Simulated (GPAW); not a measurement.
Sb:

```
Sb
1.0
    -1.87134    1.87134    1.87134
     1.87134   -1.87134    1.87134
     1.87134    1.87134   -1.87134
Sb
1
Direct
  0.00000 0.00000 0.00000
```

This isn't the form of Sb at room conditions, which is rhombohedral.

Base run:

| Quantity | Value |
| --- | --- |
| Program | GPAW 26.7.0 |
| Functional | PBE |
| Potentials or basis | GPAW PAW data sets (gpaw-data 1.2.1) |
| Cutoff | 450 eV |
| Basis | pw |
| k mesh | 8 × 8 × 8 |
| Occupations | fermi-dirac, width 0.05 eV |
| Spin | no spin polarisation |

Its results: pressure -0.1 GPa.

Task: The run is repeated on the same cell with these changes: functional from PBE to r2SCAN; cutoff from 450 eV to 600 eV; k mesh from 8 × 8 × 8 to 10 × 10 × 10. What comes out?

Result: Pressure 2.3 GPa.

Several settings changed at once, so the effect can't be laid on one alone.

Caveats: the cutoff is short for stress and forces, so pressures can be off by a GPa or more (some runs); the PAW data sets were made with another functional, which shifts forces and pressure a little (some runs).
